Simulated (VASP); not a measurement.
# BP (Pm-3m) in VASP: a series of runs, part 2 of 2

VASP 6.6.1.

### Step 3. Single point, PBEsol

File INCAR:

```
ALGO     = Normal         # electronic algorithm
EDIFF    = 1E-6           # SCF threshold, eV
ENCUT    = 520            # plane-wave cutoff, eV
GGA      = PS             # functional
ISIF     = 2              # what is computed and relaxed
ISMEAR   = -1             # smearing method
LASPH    = T              # aspherical terms in the spheres
LCHARG   = F              # write CHGCAR
LREAL    = F              # projectors in reciprocal space
LWAVE    = F              # write WAVECAR
NBANDS   = 11             # bands
NELM     = 100            # most SCF steps
PREC     = Accurate       # precision mode
SIGMA    = 0.02           # smearing width, eV
```

File KPOINTS:

```
k-points
0
Gamma
  6 6 6
```

File POSCAR:

```
BP
1.0
    2.7080526412      0.0000000000      0.0000000000
    0.0000000000      2.7080526412      0.0000000000
    0.0000000000      0.0000000000      2.7080526412
B P
1 1
Direct
    0.0000000000      0.0000000000      0.0000000000
    0.5000000000      0.5000000000      0.5000000000
```

Potentials or basis: VASP PAW PBE potentials, release 64 (B, P).

On the command line:

```bash
cat potpaw_PBE.64/B/POTCAR potpaw_PBE.64/P/POTCAR > POTCAR
mpirun -np 1 vasp_std > vasp.out
```

OUTCAR:

```text
EDIFF = 1E-6
   ENCUT = 520
   GGA = PS
   ISIF = 2
   ISMEAR = -1
   LASPH = T
   LREAL = F
   NELM = 100
   PREC = Accurate

 ion  position               nearest neighbor table
   1  0.000  0.000  0.000-   2 2.35   2 2.35   2 2.35   2 2.35   2 2.35   2 2.35   2 2.35   2 2.35

   2  0.500  0.500  0.500-   1 2.35   1 2.35   1 2.35   1 2.35   1 2.35   1 2.35   1 2.35   1 2.35

  LATTYP: Found a simple cubic cell.
 ALAT       =     2.7080526412

  Lattice vectors:

 A1 = (   2.7080526412,   0.0000000000,   0.0000000000)
 A2 = (   0.0000000000,   2.7080526412,   0.0000000000)
 A3 = (   0.0000000000,   0.0000000000,   2.7080526412)

Analysis of symmetry for initial positions (statically):
=====================================================================
 Subroutine PRICEL returns:
 Original cell was already a primitive cell.

 Routine SETGRP: Setting up the symmetry group for a
 simple cubic supercell.

 Subroutine GETGRP returns: Found 48 space group operations
 (whereof 48 operations were pure point group operations)
 out of a pool of 48 trial point group operations.

The static configuration has the point symmetry O_h .

Analysis of symmetry for dynamics (positions and initial velocities):
=====================================================================
 Subroutine PRICEL returns:
 Original cell was already a primitive cell.

 Routine SETGRP: Setting up the symmetry group for a
 simple cubic supercell.

 Subroutine GETGRP returns: Found 48 space group operations
 (whereof 48 operations were pure point group operations)
 out of a pool of 48 trial point group operations.

The dynamic configuration has the point symmetry O_h .

 Subroutine INISYM returns: Found 48 space group operations
[... 114 lines left out ...]
  Fermi-wavevector in a.u.,A,eV,Ry     =   1.209060  2.284791 19.889340  1.461825
  Thomas-Fermi vector in A             =   2.344649
   LORBIT       =      0    0 simple, 1 ext, 2 COOP (PROOUT), +10 PAW based schemes
   GGA     = PS    functional components
   LHFCALC =     F    Hartree Fock is set to
   AEXX    =    0.0000 exact exchange contribution
   IVDW    =     0    specifies the selected vdW correction
   LEPSILON=     F    determine dielectric tensor
   LRPA    =     F    only Hartree local field effects (RPA)
 non-spin polarized calculation
  energy-cutoff  :      520.00
  volume of cell :       19.86
 maximum number of plane-waves:       554
   NGX = 11   NGY = 11   NGZ = 11

 number of electron       7.9999998 magnetization

 Free energy of the ion-electron system (eV)
  ---------------------------------------------------
  ext. energy  EPLUGINS =         0.00000000
  ---------------------------------------------------
  free energy    TOTEN  =       -10.16429492 eV

  energy without entropy =      -10.16091716  energy(sigma->0) =      -10.16260604

 E-fermi :  10.2640     XC(G=0): -12.1868

 val. band max:       10.0497016891   @ k =   0.1667   0.1667   0.0000
 cond. band min:      10.2771651749   @ k =   0.5000   0.1667   0.0000
 fundamental gap:      0.2274634858
 Fermi energy:        10.2640480611

 k-point     1 :       0.0000    0.0000    0.0000
  band No.  band energies     occupation
      1      -7.0755      2.00000
      2       9.0843      2.00000
      3       9.0843      2.00000
      4       9.0843      2.00000
      5      12.5100      0.00000
      6      14.5104      0.00000
      7      14.5104      0.00000
      8      21.1629      0.00000
      9      21.1629      0.00000
     10      21.1629      0.00000
     11      28.2584      0.00000
[... 253 lines left out ...]
 k-point    20 :       0.5000    0.5000    0.5000
  band No.  band energies     occupation
      1       4.6700      2.00000
      2       6.3892      2.00000
      3       6.3892      2.00000
      4       6.3892      2.00000
      5       7.0090      2.00000
      6       7.0090      2.00000
      7       7.0090      2.00000
      8       8.6671      2.00000
      9      31.2234      0.00000
     10      31.2234      0.00000
     11      31.2234      0.00000

------------------------ aborting loop because EDIFF is reached ----------------------------------------

  FORCE on cell =-STRESS in cart. coord.  units (eV):
  Direction    XX          YY          ZZ          XY          YZ          ZX
  --------------------------------------------------------------------------------------
  -------------------------------------------------------------------------------------
  Total        0.0724134      0.0724134      0.0724134      0.0000000     -0.0000000      0.0000000
  in kB        5.8419588      5.8419588      5.8419588      0.0000000     -0.0000000      0.0000000
  external PRESSURE =       5.8419588 kB  Pullay stress =       0.0000000 kB

 VOLUME and BASIS-vectors are now :
 -----------------------------------------------------------------------------
  energy-cutoff  :      520.00
  volume of cell :       19.86
      direct lattice vectors                 reciprocal lattice vectors
     2.708052641  0.000000000  0.000000000     0.369269040  0.000000000  0.000000000
     0.000000000  2.708052641  0.000000000     0.000000000  0.369269040  0.000000000
     0.000000000  0.000000000  2.708052641     0.000000000  0.000000000  0.369269040

 POSITION                                       TOTAL-FORCE (eV/Angst)
 -----------------------------------------------------------------------------------
      0.00000      0.00000      0.00000         0.000000      0.000000      0.000000
      1.35403      1.35403      1.35403         0.000000      0.000000      0.000000
 -----------------------------------------------------------------------------------
    total drift:                                0.000000      0.000000     -0.000000

  FREE ENERGIE OF THE ION-ELECTRON SYSTEM (eV)
  ---------------------------------------------------
  free  energy   TOTEN  =       -10.1642949183 eV

  energy  without entropy=      -10.1609171554  energy(sigma->0) =      -10.16260604
```

OSZICAR:

```text
N       E                     dE             d eps       ncg     rms          rms(c)
DAV:   1     0.926990310082E+01    0.92699E+01   -0.41092E+03   440   0.681E+02
DAV:   2    -0.964815795502E+01   -0.18918E+02   -0.17888E+02   580   0.106E+02
DAV:   3    -0.102294864663E+02   -0.58133E+00   -0.57456E+00   540   0.151E+01
DAV:   4    -0.102311910096E+02   -0.17045E-02   -0.17043E-02   509   0.953E-01
DAV:   5    -0.102311953504E+02   -0.43409E-05   -0.43409E-05   540   0.505E-02    0.606E+00
DAV:   6    -0.101690838558E+02    0.62111E-01   -0.17128E-01   479   0.158E+00    0.347E+00
DAV:   7    -0.101656471976E+02    0.34367E-02   -0.26325E-02   509   0.784E-01    0.113E+00
DAV:   8    -0.101669387745E+02   -0.12916E-02   -0.21829E-02   491   0.623E-01    0.258E-01
DAV:   9    -0.101652667937E+02    0.16720E-02   -0.21375E-02   479   0.574E-01    0.181E-01
DAV:  10    -0.101643323118E+02    0.93448E-03   -0.41961E-03   485   0.269E-01    0.408E-02
DAV:  11    -0.101642945971E+02    0.37715E-04   -0.17199E-04   518   0.767E-02    0.316E-03
DAV:  12    -0.101642949183E+02   -0.32122E-06   -0.45320E-06   474   0.153E-02
   1 F= -.10164295E+02 E0= -.10162606E+02  d E =-.337776E-02
```

stdout:

```text
POSCAR found type information on POSCAR B P
 POSCAR found :  2 types and       2 ions
 scaLAPACK will be used
 -----------------------------------------------------------------------------
|                                                                             |
|                                                                             |
|     You enforced a specific xc type in the INCAR file but a different       |
|     I HOPE YOU KNOW WHAT YOU ARE DOING!                                     |
|                                                                             |
 -----------------------------------------------------------------------------

 LDA part: xc-table for (Slater+PW92), standard interpolation
 POSCAR, INCAR and KPOINTS ok, starting setup
 FFT: planning ... GRIDC
 FFT: planning ... GRID_SOFT
 FFT: planning ... GRID
 WAVECAR not read
 entering main loop
```

Wall time 2.4 s (1 thread of AMD EPYC 9R45 (Zen 5), shared host); peak memory 0.09 GiB.

Results:

* Free energy: -10.1643 eV
* Pressure: 0.6 GPa
* Band gap on the k mesh: none (metal or under the smearing width)

Caveat: the k mesh is coarse (spacing up to 0.39 Å⁻¹), so the values aren't converged; the PAW data sets were made with another functional, which shifts forces and pressure a little.
